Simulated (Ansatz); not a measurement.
CdTe:

```
Te Cd
1.0
     0.00000    3.20500    3.20500
     3.20500    0.00000    3.20500
     3.20500    3.20500    0.00000
Te Cd
1 1
Direct
  0.75000 0.75000 0.75000
  0.00000 0.00000 0.00000
```

| Quantity | Value |
| --- | --- |
| Program | Ansatz 0.2.0 |
| Task | relaxation of cell and atoms |
| Functional | PBEsol |
| Potentials or basis | all-electron LAPW, scalar-relativistic |
| Basis error allowed | 0.001 eV/atom |
| k mesh | 7 × 7 × 7 |
| Occupations | fermi-dirac, width 0.05 eV |
| Spin | no spin polarisation |

At the start: volume 32.92 Å³/atom.

**Question.** Where does the relaxation end?

**Answer.** Over 5 steps the energy falls by 6.3 meV/atom and the volume is 34.17 Å³/atom (+3.8 %); space group F-43m (No. 216, to 0.05 Å).

Step by step:
```csv
step,energy change (eV),largest force (eV/Å),volume (Å³)
1,0.0000,0.0000,65.84
2,-0.0087,0.0000,69.81
3,-0.0126,0.0000,68.44
4,-0.0127,0.0000,68.34
5,-0.0127,0.0000,68.34
```

Final structure:
```
CELL_PARAMETERS angstrom
0.00000 3.24496 3.24496
3.24496 0.00000 3.24496
3.24496 3.24496 0.00000
ATOMIC_POSITIONS crystal
Te 0.75000 0.75000 0.75000
Cd 0.00000 0.00000 0.00000
```
